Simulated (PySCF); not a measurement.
Some computed properties have been withheld. Give your best values.

Species: diethyl ether, C₄H₁₀O.
SMILES: `CCOCC`

Conformer (atom-mapped SMILES and torsion angles): `[CH3:1][CH2:2][O:3][CH2:4][CH3:5]`: C1–C2–O3–C4 180°, C2–O3–C4–C5 180°.

```json
{"property": "point group of the GFN2-xTB geometry", "level": "GFN2-xTB", "value": "C2v"}
{"property": "rotational constants A, B, C of the GFN2-xTB geometry", "level": "GFN2-xTB", "value": "?"}
{"property": "dipole moment", "level": "PBE0/pcSseg-1", "value": "?"}
{"property": "HOMO energy", "level": "PBE0/pcSseg-1", "value": "-7.26 eV"}
{"property": "LUMO energy", "level": "PBE0/pcSseg-1", "value": "1.61 eV"}
{"property": "13C chemical shifts (computed TMS as zero) by class", "level": "GIAO PBE0/pcSseg-1", "value": "?"}
{"property": "1H chemical shifts (computed TMS as zero) by class", "level": "GIAO PBE0/pcSseg-1", "value": "?"}
{"property": "isotropic shieldings of nuclei other than C and H, by class", "level": "GIAO PBE0/pcSseg-1", "value": "275 (1 O) ppm"}
{"property": "largest of the computed one-bond spin–spin couplings (means over like bonds)", "level": "B3LYP/pcJ-1, spin–dipole term left out", "value": "13C–1H +142.9 (×4), 13C–1H +133.1 (×6), 13C–13C +39.6 (×2), 17O–13C +23.2 (×2) Hz"}
```

Gas-phase values; electronic properties from PySCF, density fitting. Geometry: GFN2-xTB, one conformer, isolated molecule. NMR classes are plain means over equivalent atoms (diastereotopic ones count apart unless rotation or inversion swaps them), as if these changed places fast; in this geometry the members of some classes differ.

**Question.** What are the 13C chemical shifts (computed TMS as zero) by class?

**Answer.** 71.3 (2 C), 18.1 (2 C) ppm.

**Question.** What are the 1H chemical shifts (computed TMS as zero) by class?

**Answer.** 3.56 (4 H), 1.28 (6 H) ppm.

**Question.** The dipole moment?

**Answer.** 1.16 D.

**Question.** The rotational constants A, B, C of the GFN2-xTB geometry?

**Answer.** 18.069, 2.248, 2.105 GHz.

The dipole equals about 3.9 × 10⁻³⁰ C·m (1 D = 3.33564 × 10⁻³⁰ C·m). The rotational constants make it an asymmetric top with κ = (2B − A − C)/(A − C) = -0.98, nearer the prolate limit (−1). Point group C2v permits a dipole; with 1.16 D the species has a pure rotational spectrum.
